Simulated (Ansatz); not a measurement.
**C3H6O2: energies of removing a hydrogen, by script**

A script is to give energies of removing a hydrogen; the system is C3H6O2.

Computed with Ansatz 0.2.0 through its Python package. Level of theory: CAM-B3LYP/def2-TZVP.

## 1. The system

Bond lengths: C1–C2 1.452 Å, C2–C3 1.514 Å, C3–O4 1.137 Å, C3–O5 1.380 Å, C1–H6 1.111 Å, C1–H7 1.130 Å, C1–H8 1.118 Å, C2–H9 1.109 Å, C2–H10 1.113 Å, O5–H11 0.947 Å. Angles (14 of 16 angles, heavy atoms first): C1–C2–C3 111.2°, C2–C3–O4 130.6°, C2–C3–O5 110.4°, O4–C3–O5 118.9°, C1–C2–H9 108.6°, C1–C2–H10 108.6°, C3–C2–H9 111.6°, C3–C2–H10 109.8°, C2–C1–H6 114.9°, C2–C1–H7 112.4°, C2–C1–H8 113.1°, C3–O5–H11 103.2°, H9–C2–H10 106.9°, H6–C1–H7 104.5°.

The script holds or builds the structure itself.

## 2. Script

run_bde.py reads:

```python
import ansatz as az

BASIS = "def2-TZVP"
XC = "cam_b3lyp"


def single_point(molecule, charge=0, unpaired=0):
    calc = (
        molecule.calculation()
        .basis(gaussian=BASIS)
        .functional(XC)
        .accuracy("medium")
    )
    if charge:
        calc = calc.charge(charge)
    if unpaired:
        calc = calc.spin("collinear", total=unpaired)
    report = calc.run(threads=1).report
    if report["published_state_doubts"]:
        print("  doubts:", report["published_state_doubts"])
    return report["free_energy_ev"]

def without(molecule, index):
    rest = az.Crystal.molecule()
    for i, site in enumerate(molecule.cartesian_sites):
        if i != index:
            rest = rest.atom(site.symbol, site.position_ang)
    return rest

c3h6o2 = (
    az.Crystal.molecule()
    .atom("C", (-0.739, 1.0632, 0.5553))
    .atom("C", (0.3532, 0.109, 0.4845))
    .atom("C", (0.2057, -0.8054, -0.713))
    .atom("O", (-0.5598, -0.805, -1.5536))
    .atom("O", (1.2563, -1.6985, -0.7684))
    .atom("H", (-1.7521, 0.611, 0.6187))
    .atom("H", (-0.7846, 1.7345, -0.3522))
    .atom("H", (-0.6399, 1.7812, 1.4059))
    .atom("H", (1.3106, 0.6688, 0.4545))
    .atom("H", (0.3604, -0.4937, 1.4202))
    .atom("H", (1.0545, -2.2222, -1.5313))
)

whole = single_point(c3h6o2, 0)
hydrogen = single_point(az.Crystal.molecule().atom("H", (0, 0, 0)), 0, 1)
print(f"E(molecule) = {whole:.5f} eV, E(H) = {hydrogen:.5f} eV")
for index in [7, 9, 10]:
    radical = single_point(without(c3h6o2, index), 0, 1)
    print(f"H{index}: homolysis {96.485332 * (radical + hydrogen - whole):.1f} kJ/mol")
    anion = single_point(without(c3h6o2, index), -1)
    print(f"H{index}: loss of a proton {96.485332 * (anion - whole):.1f} kJ/mol")
```

## 3. The run

On the command line:

```console
$ python run_bde.py
```

Without the output at hand: what should come out? Wanted: weakest bond to hydrogen among those tried; easiest loss of a proton among those tried.

As calculated:

| quantity | value |
| --- | --- |
| weakest bond to hydrogen among those tried (homolysis) | H9 (counted from 0), 456.5 kJ/mol |
| easiest loss of a proton among those tried | H10, 1560.2 kJ/mol |
| runs compared | 8 |

**Reading.** Atoms are numbered as in the script, from 0. The fragments aren't relaxed and zero-point energy is left out, so these aren't bond dissociation enthalpies. Losing a bare proton in the gas phase costs far more than homolysis, as charges must be parted. All 8 runs converged (8 to 46 cycles). Notes:
- The geometry is a force-field or estimated start, not a minimum of this method, and the basis set is short of its limit. All parts are taken at fixed geometry, without zero-point energy.
- Anions want diffuse functions, which this basis lacks.
